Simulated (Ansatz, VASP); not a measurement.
ZnS in VASP and in Ansatz

The input INCAR:

```
ALGO = Normal
EDIFF = 1E-7
ENCUT = 520
GGA = PE
ISIF = 2
ISMEAR = -1
LASPH = True
LCHARG = False
LREAL = False
LWAVE = False
NBANDS = 16
NELM = 60
PREC = Accurate
SIGMA = 0.01
```

Contents of KPOINTS:

```
k-points
0
Gamma
  8 8 8
```

File POSCAR:

```
ZnS
1.0
    0.0000000000      2.6776035000      2.7046500000
    2.6776035000      0.0000000000      2.7046500000
    2.6776035000      2.6776035000      0.0000000000
Zn S
1 1
Direct
    0.0000000000      0.0000000000      0.0000000000
    0.7500000000      0.7500000000      0.7500000000
```

Input for Ansatz:

```yaml
crystal:
  lattice:
    - [0.0, 2.6776035, 2.70465]
    - [2.6776035, 0.0, 2.70465]
    - [2.6776035, 2.6776035, 0.0]
  atoms:
    - { symbol: Zn, position: [0.0, 0.0, 0.0] }
    - { symbol: S, position: [0.75, 0.75, 0.75] }
kpoints:
  mp_grid: { grid: [8, 8, 8] }
  band_path:
    path:
      - [0.0, 0.0, 0.0]
      - [0.5, 0.0, 0.5]
      - [0.75, 0.25, 0.5]
      - [0.5, 0.5, 0.5]
      - [0.0, 0.0, 0.0]
      - [0.5, 0.5, 0.0]
      - [0.6274875, 0.6274875, 0.254975]
      - [0.3725125, 0.3725125, 0.745025]
      - [0.0, 0.0, 0.0]
    npoints: 5
scf:
  occupations: { method: fermi_dirac, width: 0.01 }
hamiltonian:
  xc: pbe
  pseudopotentials: { kind: all_electron, lapw: { basis_error: 0.00025 } }
output:
  forces: true
  stress: true
  eigenvalues: true
```

Change from the starting cell: equal xx and yy strain of -1 %.

Alike in both runs: task single point; functional PBE; k mesh 8 × 8 × 8; occupations fermi-dirac, width 0.01 eV; no spin polarisation.

|  | VASP | Ansatz |
| --- | --- | --- |
| version | VASP 6.6.1 | Ansatz 0.2.0 |
| potentials or method | VASP PAW PBE potentials, release 64 (Zn, S) | all-electron LAPW, scalar-relativistic |
| plane-wave cutoff (eV) | 520 | see its input |

```tsv
	VASP	Ansatz	Ansatz less VASP
gap on the k mesh at the Fermi level (eV)	2.18	2.17	-0.003
pressure (GPa)	3.1	3.0	-0.16
largest component of the traceless stress (GPa)	0.27	0.27	+0.003
```

Ansatz ran all-electron here, so the differences hold the error of VASP's frozen core and of both bases.
